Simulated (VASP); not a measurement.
# MgS (F-43m) in VASP: settings compared

Aim: see how the results for MgS move with the level of theory and the settings. Levels: PBEsol, optPBE-vdW, PBE, r2SCAN. Tasks: evGW0 quasiparticle levels, density of states, band structure, core levels.

All numbers are computed with VASP 6.6.1; they aren't measurements. Logs are shortened: lines on timing, memory, paths and dates and some standing lists are left out, and cuts for length are marked.

### Step 1. Starting point

Symmetry: F-43m, No. 216, cubic system. Conventional cell: a = 5.666 Å, b = 5.666 Å, c = 5.666 Å, α = 90.00°, β = 90.00°, γ = 90.00°. Around S (site symmetry -43m) lie 4 Mg at 2.45 Å. Mg (site symmetry -43m) is surrounded by 4 S at 2.45 Å.

The cell comes from a database or a generator and needn't be the stable form of this composition.

### Step 2. EvGW0 quasiparticle levels, PBEsol

File POSCAR:

```
MgS
1.0
    0.0000000000      2.8331200468      2.8331200468
    2.8331200468      0.0000000000      2.8331200468
    2.8331200468      2.8331200468      0.0000000000
S Mg
1 1
Direct
    0.2500000000      0.2500000000      0.2500000000
    0.0000000000      0.0000000000      0.0000000000
```

File INCAR.step1:

```
SYSTEM = MgS
ALGO = Normal ; EDIFF = 1E-8
ENCUT = 500 ; GGA = PS
ISMEAR = 0 ; KPAR = 4
LASPH = .True. ; LCHARG = .False.
LREAL = .False. ; LWAVE = .True.
NELM = 80 ; PREC = Accurate
SIGMA = 0.01
```

File INCAR.step2:

```
SYSTEM = MgS
ALGO = Exact ; EDIFF = 1E-8
ENCUT = 500 ; GGA = PS
ISMEAR = 0 ; ISTART = 1
KPAR = 4 ; LASPH = .True.
LCHARG = .False. ; LOPTICS = .True.
LREAL = .False. ; LWAVE = .True.
NBANDS = 296 ; NELM = 1
PREC = Accurate ; SIGMA = 0.01
```

File INCAR.step3:

```
SYSTEM = MgS
ALGO = EVGW0 ; EDIFF = 1E-8
ENCUT = 500 ; ENCUTGW = 200
GGA = PS ; ISMEAR = 0
ISTART = 1 ; KPAR = 4
LASPH = .True. ; LCHARG = .False.
LREAL = .False. ; LWAVE = .False.
NBANDS = 296 ; NBANDSGW = 12
NELMGW = 4 ; NOMEGA = 50
PREC = Accurate ; PRECFOCK = Fast
SIGMA = 0.01
```

File KPOINTS:

```
k-points
0
Gamma
  4 4 4
  0 0 0
```

Potentials or basis: VASP PAW PBE potentials, release 64 (S_GW, Mg_GW).

Launch:

```console
cat potpaw_PBE.64/S_GW/POTCAR potpaw_PBE.64/Mg_GW/POTCAR > POTCAR
cp INCAR.step1 INCAR
mpirun -np 4 vasp_std > vasp.out
cp INCAR.step2 INCAR
mpirun -np 4 vasp_std > vasp.out
cp INCAR.step3 INCAR
mpirun -np 4 vasp_std > vasp.out
```

OUTCAR:

```text
SYSTEM = MgS
   EDIFF = 1E-8
   ENCUT = 500
   ENCUTGW = 200
   GGA = PS
   ISMEAR = 0
   ISTART = 1
   LASPH = .True.
   LREAL = .False.
   NELMGW = 4
   PREC = Accurate
   PRECFOCK = Fast

 ion  position               nearest neighbor table
   1  0.250  0.250  0.250-   2 2.45   2 2.45   2 2.45   2 2.45
   2  0.000  0.000  0.000-   1 2.45   1 2.45   1 2.45   1 2.45

  LATTYP: Found a face centered cubic cell.
 ALAT       =     5.6662400936

  Lattice vectors:

 A1 = (   0.0000000000,   2.8331200468,   2.8331200468)
 A2 = (   2.8331200468,   0.0000000000,   2.8331200468)
 A3 = (   2.8331200468,   2.8331200468,   0.0000000000)

Analysis of symmetry for initial positions (statically):
=====================================================================
 Subroutine PRICEL returns:
 Original cell was already a primitive cell.

 Routine SETGRP: Setting up the symmetry group for a
 face centered cubic supercell.

 Subroutine GETGRP returns: Found 24 space group operations
 (whereof 24 operations were pure point group operations)
 out of a pool of 48 trial point group operations.

The static configuration has the point symmetry T_d .

Analysis of symmetry for dynamics (positions and initial velocities):
=====================================================================
 Subroutine PRICEL returns:
 Original cell was already a primitive cell.

 Routine SETGRP: Setting up the symmetry group for a
 face centered cubic supercell.

 Subroutine GETGRP returns: Found 24 space group operations
 (whereof 24 operations were pure point group operations)
 out of a pool of 48 trial point group operations.

The dynamic configuration has the point symmetry T_d .

 Subroutine INISYM returns: Found 24 space group operations
 (whereof 24 operations are pure point group operations),
 and found     1 'primitive' translations

----------------------------------------------------------------------------------------

                                     Primitive cell

  volume of cell :      45.4805

  direct lattice vectors                    reciprocal lattice vectors
     0.000000000  2.833120047  2.833120047    -0.176483874  0.176483874  0.176483874
     2.833120047  0.000000000  2.833120047     0.176483874 -0.176483874  0.176483874
     2.833120047  2.833120047  0.000000000     0.176483874  0.176483874 -0.176483874

  length of vectors
     4.006636794  4.006636794  4.006636794     0.305679036  0.305679036  0.305679036

  position of ions in fractional coordinates (direct lattice)
     0.250000000  0.250000000  0.250000000
     0.000000000  0.000000000  0.000000000

  ion indices of the primitive-cell ions
   primitive index   ion index
                 1           1
                 2           2

----------------------------------------------------------------------------------------

 KPOINTS: k-points

Automatic generation of k-mesh.
 Grid dimensions read from file:
 generate k-points for:    4    4    4

 Generating k-lattice:

  Cartesian coordinates                     Fractional coordinates (reciprocal lattice)
    -0.044120968  0.044120968  0.044120968     0.250000000  0.000000000  0.000000000
     0.044120968 -0.044120968  0.044120968     0.000000000  0.250000000  0.000000000
     0.044120968  0.044120968 -0.044120968     0.000000000  0.000000000  0.250000000

  Length of vectors
     0.076419759  0.076419759  0.076419759

  Shift w.r.t. Gamma in fractional coordinates (k-lattice)
     0.000000000  0.000000000  0.000000000

 Subroutine IBZKPT returns following result:
 ===========================================

 Found      8 irreducible k-points:

 Following reciprocal coordinates:
            Coordinates               Weight
  0.000000  0.000000  0.000000      1.000000
  0.250000  0.000000  0.000000      8.000000
  0.500000  0.000000  0.000000      4.000000
  0.250000  0.250000  0.000000      6.000000
  0.500000  0.250000  0.000000     24.000000
 -0.250000  0.250000  0.000000     12.000000
  0.500000  0.500000  0.000000      3.000000
 -0.250000  0.500000  0.250000      6.000000
   k-points           NKPTS =      8   k-points in BZ     NKDIM =     64   number of bands    NBANDS=    296
   number of dos      NEDOS =    301   number of ions     NIONS =      2
   total plane-waves  NPLWV =  27000
   dimension x,y,z NGX =    30 NGY =   30 NGZ =   30
   dimension x,y,z NGXF=    60 NGYF=   60 NGZF=   60
   ions per type =               1   1
   NGX,Y,Z   is equivalent  to a cutoff of  12.45, 12.45, 12.45 a.u.
   NGXF,Y,Z  is equivalent  to a cutoff of  24.90, 24.90, 24.90 a.u.
 SYSTEM =  MgS
   PREC   = accura    normal or accurate (medium, high low for compatibility)
   ISTART =      1    job   : 0-new  1-cont  2-samecut
   ICHARG =      0    charge: 1-file 2-atom 10-const
   ISPIN  =      1    spin polarized calculation?
   LNONCOLLINEAR =      F non collinear calculations
   LSORBIT =      F    spin-orbit coupling
   LASPH  =      T    aspherical Exc in radial PAW
   ENCUT  =  500.0 eV  36.75 Ry    6.06 a.u.   7.31  7.31  7.31*2*pi/ulx,y,z
   NELM   =     60;   NELMIN=  2; NELMDL=  0     # of ELM steps
   EDIFF  = 0.1E-07   stopping-criterion for ELM
   LREAL  =      F    real-space projection
   EDIFFG = 0.1E-06   stopping-criterion for IOM
   NSW    =      0    number of steps for IOM
   IBRION =     -1    ionic relax: 0-MD 1-quasi-New 2-CG
   NFREE  =      0    steps in history (QN), initial steepest desc. (CG)
   ISIF   =      0    stress and relaxation
   ISYM   =      3    0-nonsym 1-usesym 2-fastsym
   POTIM  = 0.5000    time-step for ionic-motion
   TEBEG  =    0.0;   TEEND  =   0.0 temperature during run
   PSTRESS=    0.0 pullay stress
   NELECT =       8.0000    total number of electrons
   NUPDOWN=      -1.0000    fix difference up-down
   EMIN   =  10.00;   EMAX   =-10.00  energy-range for DOS
   EFERMI =   0.00;   METHOD = LEGACY
   ISMEAR =     0;   SIGMA  =   0.01  broadening in eV -4-tet -1-fermi 0-gaus
   EFERMI_NEDOS =   21; number of points for ismear=-14 and -15
   IALGO  =     38    algorithm
   IMIX   =      4    mixing-type and parameters
     AMIX     =   0.40;   BMIX     =  1.00
     AMIX_MAG =   1.60;   BMIX_MAG =  1.00
  volume/ion in A,a.u.               =      22.74       153.46
  Fermi-wavevector in a.u.,A,eV,Ry     =   0.917269  1.733386 11.447692  0.841382
  Thomas-Fermi vector in A             =   2.042218
   LORBIT       =      0    0 simple, 1 ext, 2 COOP (PROOUT), +10 PAW based schemes
   GGA     = PS    functional components
   LHFCALC =     T    Hartree Fock is set to
   PRECFOCK=fast      Normal, Fast or Accurate (Low or Medium for compatibility)
   ENCUT4O =  -1.0   cutoff for four orbital integrals eV
   NKREDX  =     1    reduce k-point grid by
   NKREDY  =     1    reduce k-point grid by
   NKREDZ  =     1    reduce k-point grid by
   AEXX    =    1.0000 exact exchange contribution
   HFSCREEN=    0.0000 screening length (either q_TF or 0.3 A-1)
   HFSCREENC=   0.0000 screening length for correlation (either q_TF or 0.3 A-1)
   ENCUTFOCK=  -1.0 apply spherical cutoff to Coloumb kernel
   IVDW    =     0    specifies the selected vdW correction
   LEPSILON=     F    determine dielectric tensor
   LRPA    =     F    only Hartree local field effects (RPA)
   LRPAFORCE           =     F    calculate RPA forces
   ENCUTGW             = 200.0    cutoff for response function in eV
   ENCUTGWSOFT         = 160.0    soft cutoff for Coulomb kernel in GW response function in eV
   ENCUTLF             =  -1.0    cutoff for local field effects
   NELMGW              =     4    number of iterations in solving QP/BSE equation
   NELMHF              =     1    number of iterations in the inner HF iteration
   NKREDLFX            =     1    NKREDLFY  =   1   NKREDLFZ  =   1
 non-spin polarized calculation
 Gauss-broadening in eV      SIGMA  =   0.01
  energy-cutoff  :      500.00
  volume of cell :       45.48
 maximum number of plane-waves:      1174
 NGX is ok and might be reduce to    30
  NGX = 18; NGY = 18; NGZ = 18
   NGX = 15   NGY = 15   NGZ = 15
 maximum number of plane-waves:       303

 QP shifts <psi_nk| G(iteration)W_0 |psi_nk>: iteration 1
 for sc-GW calculations column KS-energies equals QP-energies in previous step
 and V_xc(KS)=  KS-energies - (<T + V_ion + V_H > + <T+V_H+V_ion>^1  + <V_x>^1)

 k-point   1 :       0.0000    0.0000    0.0000
  band No.  KS-energies  QP-energies   sigma(KS)   V_xc(KS)     V^pw_x(r,r')   Z            occupation Imag(sigma)

      1     -10.2533     -11.2965     -14.2314     -12.7726     -20.8432       0.7151       2.0000       1.3410
      2       1.0099      -0.2997     -14.5906     -12.8689     -16.1214       0.7607       2.0000       0.0215
      3       1.0099      -0.2997     -14.5906     -12.8689     -16.1214       0.7607       2.0000       0.0215
      4       1.0099      -0.2997     -14.5906     -12.8689     -16.1214       0.7607       2.0000       0.0215
      5       4.2889       4.7933      -7.8681      -8.5025      -4.3709       0.7952       0.0000      -0.0928
      6       8.8293       9.6301      -7.8740      -8.8996      -3.8120       0.7808       0.0000      -0.1053
      7       8.8293       9.6301      -7.8740      -8.8996      -3.8120       0.7808       0.0000      -0.1053
      8       8.8293       9.6301      -7.8740      -8.8996      -3.8120       0.7808       0.0000      -0.1053
      9      11.6966      12.5271      -8.4769      -9.5613      -3.9123       0.7659       0.0000      -0.1578
     10      11.6966      12.5271      -8.4769      -9.5613      -3.9123       0.7659       0.0000      -0.1578
     11      14.5303      14.9348      -6.3550      -6.8905      -1.4259       0.7552       0.0000      -0.3556
     12      14.7393      15.0408      -6.6937      -7.0916      -1.5670       0.7578       0.0000      -0.5436

 k-point   2 :       0.2500    0.0000    0.0000
  band No.  KS-energies  QP-energies   sigma(KS)   V_xc(KS)     V^pw_x(r,r')   Z            occupation Imag(sigma)
[... 487 lines left out ...]
      1     -10.6281     -10.6508     -14.9483       4.2862     -21.3442       0.6681       2.0000       0.9651
      2      -2.9984      -3.0107     -12.7977       9.7826     -15.0982       0.7365       2.0000       0.0550
      3      -2.5745      -2.5860     -12.9724      10.3825     -15.1253       0.7438       2.0000       0.0416
      4      -1.9942      -2.0050     -13.0592      11.0506     -14.9951       0.7475       2.0000       0.0323
      5       6.9373       6.9382      -7.8623      14.8007      -4.1746       0.7911       0.0000      -0.0970
      6       9.8399       9.8419      -9.1569      18.9993      -4.8005       0.7651       0.0000      -0.1176
      7       9.7749       9.7767      -8.2090      17.9862      -4.1175       0.7806       0.0000      -0.1079
      8      10.1635      10.1662      -7.4702      17.6372      -3.0910       0.7693       0.0000      -0.1349
      9      14.2243      14.2283      -8.3022      22.5320      -2.8475       0.7267       0.0000      -0.3515
     10      15.2004      15.2038      -8.2609      23.4659      -2.8810       0.7363       0.0000      -0.4103
     11      15.7252      15.7282     -10.1566      25.8859      -4.5370       0.7328       0.0000      -0.3796
     12      16.8284      16.8313      -9.4661      26.2983      -3.7823       0.7651       0.0000      -0.5555
```

Wall time 3.8 min (4 MPI ranks of Intel Xeon Platinum 8488C (Sapphire Rapids), shared host); peak memory 0.61 GiB.

What came out:

```
Band gap on the k mesh, mean-field level : 3.28 eV, direct
Quasiparticle gap                        : 5.45 eV
Least direct quasiparticle gap           : 5.45 eV
```

Quasiparticle gap after each update of the energies (eV): 5.09, 5.39, 5.44, 5.45

Caveat: the k mesh is coarse (spacing up to 0.48 Å⁻¹), so the values aren't converged; bands, screening cutoff and mesh are small and nothing is extrapolated, so the quasiparticle values aren't converged; the PAW data sets were made with another functional, which shifts forces and pressure a little. A k mesh can miss the band edges.

### Step 3. Density of states, optPBE-vdW

File run.py:

```python
from ase.calculators.vasp import Vasp
from ase.dft.dos import DOS
from ase.io import read

atoms = read('POSCAR')
calc = Vasp(
    directory='calc',
    xc='optpbe-vdw',
    pp='PBE',
    setups='recommended',
    prec='Accurate',
    encut=520,
    ediff=1e-06,
    ismear=-1,
    sigma=0.02,
    lreal=False,
    lasph=True,
    nelm=60,
    algo='Fast',
    isif=2,
    lwave=False,
    lcharg=False,
    lorbit=11,
    kpts=[8, 8, 8],
    gamma=True,
)
atoms.calc = calc

print('energy (eV):', atoms.get_potential_energy())
print('free energy (eV):', atoms.get_potential_energy(force_consistent=True))
print('forces (eV/A):')
print(atoms.get_forces())
print('stress (eV/A^3, Voigt):', atoms.get_stress())
print('Fermi level (eV):', calc.get_fermi_level())
dos = DOS(calc, width=0.2, window=(-10, 10), npts=301)
print('E - E_F (eV), DOS (1/eV)')
for e, g in zip(dos.get_energies(), dos.get_dos()):
    print(f'{e:8.3f} {g:10.4f}')
```

POSCAR is that of step 2.

Potentials or basis: VASP PAW PBE potentials, release 64 (S, Mg).

Launch:

```console
python run.py
```

Wall time 29 s (1 thread of AMD EPYC 9R45 (Zen 5), shared host); peak memory 0.32 GiB.

Results (log left out):

| Quantity | Value |
| --- | --- |
| Free energy | -5.4772 eV |
| Pressure | 0.8 GPa |
| Band gap on the k mesh | 3.55 eV, direct |
| Valence electrons inside the program's atomic spheres | S 3.83; Mg 0.34 |

Levels at points of the mesh, in eV from the valence-band top:
```
           k point  band 2  band 3  band 4  band 5  band 6  band 7
(0.00, 0.00, 0.00)    0.00    0.00    0.00    3.55    7.99    7.99
(0.50, 0.00, 0.00)   -3.08   -0.32   -0.32    5.18    7.68    7.68
(0.50, 0.50, 0.00)   -2.77   -1.02   -1.02    3.99    5.72   11.21
```

States per cell in windows of 1 eV (zero at the valence-band top; states under -8 eV left out):
| from (eV) | total | S1_p | Mg2_s | Mg2_p | S1_s | Mg2_d | S1_d |
| --- | --- | --- | --- | --- | --- | --- | --- |
| -8.0 | 0.00 | 0.00 | 0.00 | 0.00 | 0.00 | 0.00 | 0.00 |
| -7.0 | 0.00 | 0.00 | 0.00 | 0.00 | 0.00 | 0.00 | 0.00 |
| -6.0 | 0.00 | 0.00 | 0.00 | 0.00 | 0.00 | 0.00 | 0.00 |
| -5.0 | 0.00 | 0.00 | 0.00 | 0.00 | 0.00 | 0.00 | 0.00 |
| -4.0 | 0.01 | 0.00 | 0.00 | 0.00 | 0.00 | 0.00 | 0.00 |
| -3.0 | 1.66 | 0.55 | 0.11 | 0.02 | 0.01 | 0.00 | 0.00 |
| -2.0 | 1.48 | 0.60 | 0.03 | 0.04 | 0.01 | 0.01 | 0.00 |
| -1.0 | 2.74 | 1.32 | 0.01 | 0.07 | 0.00 | 0.02 | 0.00 |
| 0.0 | 0.07 | 0.04 | 0.00 | 0.00 | 0.00 | 0.00 | 0.00 |
| 1.0 | 0.00 | 0.00 | 0.00 | 0.00 | 0.00 | 0.00 | 0.00 |
| 2.0 | 0.00 | 0.00 | 0.00 | 0.00 | 0.00 | 0.00 | 0.00 |
| 3.0 | 0.00 | 0.00 | 0.00 | 0.00 | 0.00 | 0.00 | 0.00 |
| 4.0 | 0.30 | 0.01 | 0.01 | 0.01 | 0.02 | 0.00 | 0.00 |
| 5.0 | 1.40 | 0.10 | 0.08 | 0.05 | 0.08 | 0.02 | 0.00 |
| 6.0 | 1.06 | 0.08 | 0.10 | 0.03 | 0.02 | 0.02 | 0.00 |
| 7.0 | 1.56 | 0.14 | 0.11 | 0.07 | 0.02 | 0.03 | 0.00 |

Caveat: the PAW data sets were made with another functional, which shifts forces and pressure a little. A k mesh can miss the band edges.

### Step 4. Band structure, PBE

File run.py:

```python
from ase.calculators.vasp import Vasp
from ase.dft.bandgap import bandgap
from ase.io import read

atoms = read('MgS.cif')
calc = Vasp(
    directory='calc',
    xc='pbe',
    pp='PBE',
    setups={'base': 'minimal', 'S': '_h'},
    prec='Normal',
    encut=400,
    ediff=1e-06,
    ismear=0,
    sigma=0.1,
    lreal=False,
    lasph=True,
    nelm=80,
    algo='Fast',
    isif=2,
    lwave=False,
    lcharg=True,
    addgrid=True,
    kpts=[8, 8, 8],
    gamma=True,
)
atoms.calc = calc

print('energy (eV):', atoms.get_potential_energy())
print('free energy (eV):', atoms.get_potential_energy(force_consistent=True))
efermi = calc.get_fermi_level()
print('Fermi level (eV):', efermi)
path = atoms.cell.bandpath(npoints=60, eps=1e-4)
print('path:', path.path)
calc.set(kpts=path.kpts, reciprocal=True, icharg=11, isym=0, lcharg=False)
calc.calculate(atoms)
print('gap on the path (eV):', bandgap(calc, efermi=efermi)[0])
print('direct gap on the path (eV):', bandgap(calc, efermi=efermi, direct=True)[0])
```

File MgS.cif:

```cif
data_MgS
_cell_length_a 4.00663679
_cell_length_b 4.00663679
_cell_length_c 4.00663679
_cell_angle_alpha 60.00000000
_cell_angle_beta 60.00000000
_cell_angle_gamma 60.00000000
_space_group_name_H-M_alt 'P1'
_space_group_name_Hall 'P 1'
_space_group_IT_number 1
loop_
_space_group_symop_operation_xyz
'x,y,z'
loop_
_atom_site_label
_atom_site_type_symbol
_atom_site_symmetry_multiplicity
_atom_site_Wyckoff_symbol
_atom_site_fract_x
_atom_site_fract_y
_atom_site_fract_z
_atom_site_occupancy
S1 S 1 a 0.2500000000 0.2500000000 0.2500000000 1
Mg1 Mg 1 a 0.0000000000 0.0000000000 0.0000000000 1
```

Potentials or basis: VASP PAW PBE potentials, release 64 (S_h, Mg).

Launch:

```console
python run.py
```

Wall time 9.5 s (1 thread of AMD EPYC 9R45 (Zen 5), shared host); peak memory 0.12 GiB.

The run converged, but some of its settings lie outside the range that counts as converged (typed here: ENCUT = 400; ADDGRID = yes; PREC = Normal), so its numbers aren't taken as properties of the crystal.

Results:

```
Band gap along the path : 3.45 eV, direct
```

Caveat: the cutoff is under 1.25 times the usual one of these potentials, so pressure, stress and relaxed cells hold a basis-set (Pulay) error; the log is that of the step along the path at fixed density, whose energy, stress, charges and moments have no meaning.

(Continued in part 2 of 2.)
